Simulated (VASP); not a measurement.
Runs of VASP 6.6.1 on ZnSe (Stilleite). Symmetry: F-43m, No. 216, cubic system. Conventional cell: a = 5.739 Å, b = 5.739 Å, c = 5.739 Å, α = 90.00°, β = 90.00°, γ = 90.00°. Zn (site symmetry -43m) is surrounded by 4 Se at 2.49 Å. Around Se (site symmetry -43m) lie 4 Zn at 2.49 Å. 

| task | cell | gap on the mesh (eV) | pressure (GPa) |
| --- | --- | --- | --- |
| relaxation of the atoms | atoms relaxed from: a relaxed cell with its volume scaled by 0.98 | 1.22 | 1.2 |
| relaxation of the atoms | atoms relaxed from: a relaxed cell with its volume scaled by 0.94 | 1.39 | 4.0 |
| relaxation of the atoms | atoms relaxed from: a relaxed cell with its volume scaled by 1.02 | (b) | -1.1 |
| relaxation of the atoms | atoms relaxed | 1.14 | 0.0 |
| relaxation of cell and atoms | relaxed | (c) | -0.1 |
| relaxation of the atoms | atoms relaxed from: a relaxed cell with its volume scaled by 1.04 | 0.99 | -2.0 |
| relaxation of the atoms | atoms relaxed from: a relaxed cell with its volume scaled by 1.06 | 0.92 | -2.9 |
| relaxation of the atoms | atoms relaxed from: a relaxed cell with its volume scaled by 0.96 | (a) | 2.6 |

Alike in all rows: level PBE; potentials or basis VASP PAW PBE potentials, release 64 (Zn, Se); no spin polarisation; k mesh 8 × 8 × 8; cutoff (eV) 600; smearing gaussian 0.03 eV.

Q: Estimate the missing entries.

A: (a) 1.30; (b) 1.06; (c) 1.13.

Caveats: the relaxation stopped at its first step, so nothing moved (some runs).

A k mesh can miss the band edges, and the runs leave out spin-orbit coupling on Se.
